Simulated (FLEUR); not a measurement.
Runs of FLEUR MaX-R8.1 (later development tree) on W. The structure is cubic, space group Im-3m (No. 229). Conventional cell: a = 3.165 Å, b = 3.165 Å, c = 3.165 Å, α = 90.00°, β = 90.00°, γ = 90.00°. W (site symmetry m-3m) is surrounded by 8 W at 2.74 Å. 

```csv
task,level,cell,gmax,muffin-tin radii,lmax,max iterations,mixing factor,kmax,gap on the mesh (eV),V0 of scaled cells (Å³/atom),B0 (GPa)
single point,PBE,cell strained at random at fixed volume,12.9 1/bohr,W 2.35 bohr,W 9,60,0.05,4.17 1/bohr,none,-,-
equation of state,SCAN,as given,12.9 1/bohr,W 2.35 bohr,W 10,-,-,4.17 1/bohr,-,15.61,323
equation of state,PBE,as given,12.9 1/bohr,W 2.35 bohr,W 10,-,-,4.17 1/bohr,-,(a),300
single point,PBE,as given,12.9 1/bohr,W 2.35 bohr,W 10,60,0.05,4.17 1/bohr,none,-,-
```

Alike in all rows: potentials or basis all-electron, FLAPW; no spin polarisation; k mesh 12 × 12 × 12; smearing fermi-dirac 0.05 eV.

**Question.** Fill in the values left out.

**Answer.** (a) 16.16.

Caveats: the meta-GGA is that of a development version, with a GGA for the radial functions and cores and without core tails (some runs).

A k mesh can miss the band edges, and the runs leave out spin-orbit coupling on W.

A gap of «none» marks a metal or a gap under the smearing width.
